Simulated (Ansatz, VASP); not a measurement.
# One calculation of NaF, two programs

File INCAR:

```
PREC = Accurate
ENCUT = 520
EDIFF = 1E-6
ISMEAR = 0
SIGMA = 0.01
LREAL = False
LASPH = True
NELM = 80
ALGO = Normal
ISIF = 2
LWAVE = False
LCHARG = False
GGA = PE
NBANDS = 14
```

The input KPOINTS:

```
Automatic mesh
0
Gamma
  6 6 6
```

The input POSCAR:

```
NaF
1.0
    2.7934852186      0.0000000000      0.0000000000
    0.0000000000      2.7934852186      0.0000000000
    0.0000000000      0.0000000000      2.7934852186
Na F
1 1
Direct
    0.0000000000      0.0000000000      0.0000000000
    0.5000000000      0.5000000000      0.5000000000
```

Input for Ansatz:

```yaml
crystal:
  lattice:
    - [2.7934852186, 0.0, 0.0]
    - [0.0, 2.7934852186, 0.0]
    - [0.0, 0.0, 2.7934852186]
  atoms:
    - { symbol: Na, position: [0.0, 0.0, 0.0] }
    - { symbol: F, position: [0.5, 0.5, 0.5] }
kpoints:
  mp_grid: { grid: [6, 6, 6] }
hamiltonian:
  xc: pbe
scf:
  occupations: { method: fixed }
  n_extra_bands: 4
output:
  forces: true
  stress: true
  eigenvalues: true
  write_density: true
  write_potential: true
  elf: true
  volumetric_format: npy
```

The cell was built by a generator and needn't be a form met in nature.

Alike in both runs: task single point; functional PBE; k mesh 6 × 6 × 6; no spin polarisation.

```csv
,VASP,Ansatz
version,VASP 6.6.1,Ansatz 0.2.0
potentials or method,"VASP PAW PBE potentials, release 64 (Na_pv, F)","plane waves, PAW"
plane-wave cutoff (eV),520,420
occupations,"gaussian, width 0.01 eV",fixed
valence electrons in the cell,14,16
```

Ansatz gave:

| Item | Value |
| --- | --- |
| gap on the k mesh at the Fermi level (eV) | 6.13 |
| pressure (GPa) | 4.4 |

Q: Which values does VASP return?

A: gap on the k mesh at the Fermi level (eV): 6.11; pressure (GPa): 4.2.

The two sets of potentials don't hold the same shells in valence.

A k mesh can miss the band edges.
